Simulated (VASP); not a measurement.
## C (strained diamond), GW calculation on PBE orbitals: Ansatz's output and VASP's

```cif
data_structure
_symmetry_space_group_name_H-M 'P 1'
_symmetry_Int_Tables_number 1
_cell_length_a 2.5301
_cell_length_b 2.5301
_cell_length_c 2.5175
_cell_angle_alpha 60.165
_cell_angle_beta 60.165
_cell_angle_gamma 59.670
_cell_volume 11.39
loop_
_atom_site_label
_atom_site_type_symbol
_atom_site_fract_x
_atom_site_fract_y
_atom_site_fract_z
_atom_site_occupancy
C1 C 0.00000 0.00000 0.00000 1
C2 C 0.25000 0.25000 0.25000 1
```

Ansatz printed

```
SCF 1 converged in 6 iterations: F = -501.604094 eV  dr2 = 1.29e-10
  greatest PAW one-centre occupation: 0.643 electrons in one spin orbital (limit 2), on the C atom at site 1 (counted from 0), in its partial waves of l = 0
NSCF: frozen V_eff on 30 k-points
G₀W₀ screening: q 1/30
G₀W₀ screening: q 2/30 (q-point 6)
G₀W₀ screening: q 3/30 (q-point 7)
G₀W₀ screening: q 4/30 (q-point 8)
G₀W₀ screening: q 5/30 (q-point 11)
G₀W₀ screening: q 6/30 (q-point 20)
G₀W₀ screening: q 7/30 (q-point 2)
G₀W₀ screening: q 8/30 (q-point 3)
G₀W₀ screening: q 9/30
G₀W₀ screening: q 10/30 (q-point 12)
G₀W₀ screening: q 11/30 (q-point 16)
G₀W₀ screening: q 12/30 (q-point 17)
G₀W₀ screening: q 13/30 (q-point 18)
G₀W₀ screening: q 14/30 (q-point 19)
G₀W₀ screening: q 15/30 (q-point 21)
G₀W₀ screening: q 16/30 (q-point 22)
G₀W₀ screening: q 17/30 (q-point 24)
G₀W₀ screening: q 18/30 (q-point 28)
G₀W₀ screening: q 19/30 (q-point 4)
G₀W₀ screening: q 20/30 (q-point 5)
G₀W₀ screening: q 21/30 (q-point 10)
G₀W₀ screening: q 22/30 (q-point 15)
G₀W₀ screening: q 23/30
G₀W₀ screening: q 24/30 (q-point 25)
G₀W₀ screening: q 25/30 (q-point 27)
G₀W₀ screening: q 26/30 (q-point 29)
G₀W₀ screening: q 27/30 (q-point 13)
G₀W₀ screening: q 28/30 (q-point 14)
G₀W₀ screening: q 29/30 (q-point 26)
G₀W₀ screening: q 30/30
G₀W₀ self-energy: k 1/13
G₀W₀ self-energy: k 2/13
G₀W₀ self-energy: k 3/13
G₀W₀ self-energy: k 4/13
G₀W₀ self-energy: k 5/13
G₀W₀ self-energy: k 6/13
G₀W₀ self-energy: k 7/13
G₀W₀ self-energy: k 8/13
G₀W₀ self-energy: k 9/13
G₀W₀ self-energy: k 10/13
G₀W₀ self-energy: k 11/13
G₀W₀ self-energy: k 12/13
G₀W₀ self-energy: k 13/13
NSCF: frozen V_eff on 1 k-points
NSCF: frozen V_eff on 1 k-points
NSCF: frozen V_eff on 1 k-points
SCF converged after 6 iterations
Free energy (F): -501.604094 eV
Harris-Foulkes:  -501.604094 eV  (|F-HF|=4.82e-11)
Internal energy: -501.604094 eV  (E = F + TS)
E sigma→0 (E₀):  -501.604094 eV
Fermi energy:    13.289800 eV
--- Per-component energies (eV) ---
  E_band       = 34.315033
  E_kinetic    = 184.289443
  E_local      = -122.772435  (includes V_loc(G=0)·N_el)
  E_nonlocal   = 53.248571
  E_hartree    = 26.850235
  E_xc         = -97.348047
  E_vxc        = -120.847576  (∫ρ·V_xc dr)
  E_paw        = -198.425089  (= ΣΔE_a)
  E_vpaw       = -13.303361  (= ΣTr[D̂ρ^β])
  E_aug_tail   = 0.000018  (compensation charges beyond the density's cutoff)
  E_ewald      = -347.446790
  E_smearing   = -0.000000  (= −TS)
  E_closure    = -0.000000  (closes the sum)
  Σ components = -501.604094   (vs F -501.604094, Δ=0.00e0)
--- Band table (eV; the first three rows and the last of 30) ---
  k-point 0: bands = ["-8.1809", "13.1373", "13.2898", "13.2898", "18.7799", "18.7799", "18.9030", "26.4135"]
  k-point 1: bands = ["-7.4167", "9.4927", "12.1584", "12.2782", "20.1282", "20.1600", "20.6251", "27.0747"]
  k-point 2: bands = ["-5.1752", "3.8960", "10.8440", "11.0040", "21.4073", "21.5171", "21.8185", "28.4065"]
  k-point 29: bands = ["0.4006", "0.4006", "7.0569", "7.0569", "18.1501", "18.1501", "29.9318", "29.9318"]
--- G₀W₀: contour deformation, 6 samples at zero and on the imaginary axis and 1 off it, 216 q-points, 47 empty bands' worth ---
  eigenvalues of the whole cell's RPA ε∞ on this k-mesh (on a slab, of 1 + 4πα/V) = 5.8065, 5.8065, 5.9177; static W/v taken at q = 0 is 0.171135
  bands read: the sum over 51 bands ends inside a degenerate multiplet in 5 slots, whose members it reads at an even weight; the widest, k=12: bands 51 to 52 (counted from 1) at 1/2 each
  gw.qp_kpoints: band_edges: 13 of 30 stored k-points solved, in 1 pass; an edge of the gap read off the rows below is read off those points alone
    valence top: of the k-points left out ik 14 came nearest to being solved in a further pass, in band 4 (counted from 1, as in the quasiparticle table): it holds the edge there only if its correction is more favourable than any solved in that band by at least 1.341 eV; those differ by 0.498 eV
    conduction bottom: of the k-points left out ik 10 came nearest to being solved in a further pass, in band 5 (counted from 1, as in the quasiparticle table): it holds the edge there only if its correction is more favourable than any solved in that band by at least 1.016 eV; those differ by 0.555 eV
    ik  band        ε_KS         Σx   Σc(E_QP)       V_xc       Z   E_QP_lin       E_QP  E_QP is
     0     3     13.2898   -20.1384     1.8087   -17.7419  0.8274    12.7008    12.7021  root
     0     4     13.2898   -20.1384     1.8087   -17.7419  0.8274    12.7008    12.7021  root
     0     5     18.7799   -10.1927    -5.0806   -16.3702  0.8274    19.8823    19.8769  root
     0     6     18.7799   -10.1927    -5.0806   -16.3702  0.8274    19.8823    19.8769  root
     1     3     12.1584   -20.2012     2.0832   -17.4715  0.8247    11.5102    11.5119  root
     1     4     12.2782   -20.1673     2.0581   -17.4693  0.8247    11.6366    11.6383  root
     1     5     20.1282   -10.0341    -5.4546   -16.6518  0.8226    21.2984    21.2914  root
     1     6     20.1600   -10.0321    -5.4572   -16.6442  0.8229    21.3218    21.3149  root
     2     3     10.8440   -20.6119     2.5591   -17.2970  0.8200    10.0855    10.0882  root
     2     4     11.0040   -20.5859     2.5304   -17.3086  0.8201    10.2545    10.2570  root
     2     5     21.4073    -9.5494    -5.8372   -16.5275  0.8201    22.5558    22.5482  root
     2     6     21.5171    -9.2785    -5.8952   -16.3770  0.8193    22.7290    22.7203  root
     3     3     10.3543   -20.8097     2.7477   -17.2635  0.8181     9.5526     9.5557  root
     3     4     10.5327   -20.7878     2.7175   -17.2813  0.8183     9.7407     9.7437  root
     3     5     21.5700    -9.2169    -5.8555   -16.1840  0.8219    22.6888    22.6816  root
     3     6     21.7276    -8.9032    -5.9172   -15.9912  0.8214    22.9066    22.8984  root
     4     3     10.6877   -20.2074     2.4629   -16.9995  0.8203     9.9402     9.9428  root
...
```

The two codes use different PAW datasets and cutoffs. VASP's cell holds 8 valence electrons and Ansatz's 8. Both sum 47 empty bands with a screening cutoff of 150 eV, short of the basis and mesh limit, and the G₀W₀ gap is that of the linearised levels of the first step.

Question: What does VASP give for the same cell and level of theory?

Answer: PBE gap on the mesh 4.02 eV; G₀W₀ gap on the mesh 5.31 eV.

From OUTCAR

```
k-points           NKPTS =     30   k-points in BZ     NKDIM =    216   number of bands    NBANDS=     51

   NELECT =       8.0000    total number of electrons

   dimension x,y,z NGX =    18 NGY =   18 NGZ =   18
   dimension x,y,z NGXF=    36 NGYF=   36 NGZF=   36

  energy-cutoff  :      500.00
  volume of cell :       11.39
      direct lattice vectors                 reciprocal lattice vectors
     0.000000000  1.780124142  1.797925384    -0.280879287  0.280879287  0.278098304
     1.780124142  0.000000000  1.797925384     0.280879287 -0.280879287  0.278098304
     1.780124142  1.780124142  0.000000000     0.280879287  0.280879287 -0.278098304

 k-points in reciprocal lattice and weights: KPOINTS created by Atomic Simulation Env
   0.00000000  0.00000000  0.00000000       0.005
   0.16666667  0.00000000  0.00000000       0.037
   0.33333333  0.00000000  0.00000000       0.037
   0.50000000  0.00000000  0.00000000       0.019
   0.16666667  0.16666667  0.00000000       0.009
   0.33333333  0.16666667  0.00000000       0.037
   0.50000000  0.16666667  0.00000000       0.037
  -0.33333333  0.16666667  0.00000000       0.037
   ...

 QP shifts <psi_nk| G(iteration)W_0 |psi_nk>: iteration 1
 for sc-GW calculations column KS-energies equals QP-energies in previous step
 and V_xc(KS)=  KS-energies - (<T + V_ion + V_H > + <T+V_H+V_ion>^1  + <V_x>^1)

 k-point   1 :       0.0000    0.0000    0.0000
  band No.  KS-energies  QP-energies   sigma(KS)   V_xc(KS)     V^pw_x(r,r')   Z            occupation Imag(sigma)

      1     -11.7151     -13.3141     -16.8767     -14.7596     -25.3921       0.7553       2.0000       1.3909
      2       9.5991       9.0388     -17.4648     -16.7873     -19.2006       0.8269       2.0000       0.0534
      3       9.7501       9.1951     -17.4429     -16.7719     -19.1517       0.8271       2.0000       0.0530
      4       9.7501       9.1951     -17.4429     -16.7719     -19.1517       0.8271       2.0000       0.0530
      5      15.2388      16.3926     -14.1046     -15.5063      -9.3113       0.8231       0.0000      -0.0816
      6      15.2388      16.3926     -14.1046     -15.5063      -9.3113       0.8231       0.0000      -0.0816
      7      15.3620      16.5130     -14.0990     -15.4984      -9.2810       0.8226       0.0000      -0.0820
      8      22.9170      23.9742     -14.9996     -16.3740      -7.8006       0.7692       0.0000      -0.1964
      9      28.9382      29.3116     -11.3776     -11.8407      -4.3211       0.8063       0.0000      -0.3581
     10      35.9143      36.9901     -12.5314     -13.8326      -5.8982       0.8268       0.0000      -0.5368
     11      36.4482      37.5328     -12.5551     -13.8693      -5.8694       0.8253       0.0000      -0.5675
     12      36.8354      37.3533     -10.8312     -11.4582      -3.2666       0.8259       0.0000      -0.9420

 ...

 QP shifts <psi_nk| G(iteration)W_0 |psi_nk>: iteration 2

 k-point   1 :       0.0000    0.0000    0.0000
  band No. old QP-enery  QP-energies   sigma(KS)   T+V_ion+V_H  V^pw_x(r,r')   Z            occupation Imag(sigma)

      1     -13.3141     -13.6400     -16.7923       3.0445     -25.3921       0.7514       2.0000       1.4668
      2       9.0388       8.9813     -17.4167      26.3863     -19.2006       0.8305       2.0000       0.0542
      3       9.1951       9.1393     -17.3942      26.5220     -19.1517       0.8303       2.0000       0.0540
      4       9.1951       9.1393     -17.3942      26.5220     -19.1517       0.8303       2.0000       0.0540
      5      16.3926      16.5226     -14.1949      30.7452      -9.3113       0.8247       0.0000      -0.0850
      6      16.3926      16.5226     -14.1949      30.7452      -9.3113       0.8247       0.0000      -0.0850
      7      16.5130      16.6426     -14.1902      30.8603      -9.2810       0.8245       0.0000      -0.0853
      8      23.9742      24.1839     -15.0445      39.2910      -7.8006       0.7704       0.0000      -0.1989
      9      29.3116      29.4389     -11.3100      40.7789      -4.3211       0.8087       0.0000      -0.3239
     10      36.9901      37.1053     -12.6172      49.7469      -5.8982       0.8253       0.0000      -0.5396
     11      37.5328      37.6479     -12.6449      50.3175      -5.8694       0.8234       0.0000      -0.5717
     12      37.3533      37.4593     -10.8117      48.2936      -3.2666       0.8243       0.0000      -0.8818

 ...

 QP shifts <psi_nk| G(iteration)W_0 |psi_nk>: iteration 3

 k-point   1 :       0.0000    0.0000    0.0000
  band No. old QP-enery  QP-energies   sigma(KS)   T+V_ion+V_H  V^pw_x(r,r')   Z            occupation Imag(sigma)

      1     -13.6400     -13.7074     -16.7745       3.0445     -25.3921       0.7493       2.0000       1.4881
      2       8.9813       8.9748     -17.4129      26.3863     -19.2006       0.8308       2.0000       0.0543
      3       9.1393       9.1329     -17.3903      26.5220     -19.1517       0.8306       2.0000       0.0540
      4       9.1393       9.1329     -17.3903      26.5220     -19.1517       0.8306       2.0000       0.0540
      5      16.5226      16.5393     -14.2023      30.7452      -9.3113       0.8248       0.0000      -0.0852
      6      16.5226      16.5393     -14.2023      30.7452      -9.3113       0.8248       0.0000      -0.0852
      7      16.6426      16.6594     -14.1974      30.8603      -9.2810       0.8251       0.0000      -0.0855
      8      24.1839      24.2194     -15.0610      39.2910      -7.8006       0.7703       0.0000      -0.2012
      9      29.4389      29.4643     -11.3086      40.7789      -4.3211       0.8089       0.0000      -0.3229
     10      37.1053      37.1207     -12.6229      49.7469      -5.8982       0.8248       0.0000      -0.5371
     11      37.6479      37.6636     -12.6506      50.3175      -5.8694       0.8240       0.0000      -0.5687
     12      37.4593      37.4781     -10.8115      48.2936      -3.2666       0.8237       0.0000      -0.8757

 ...
```
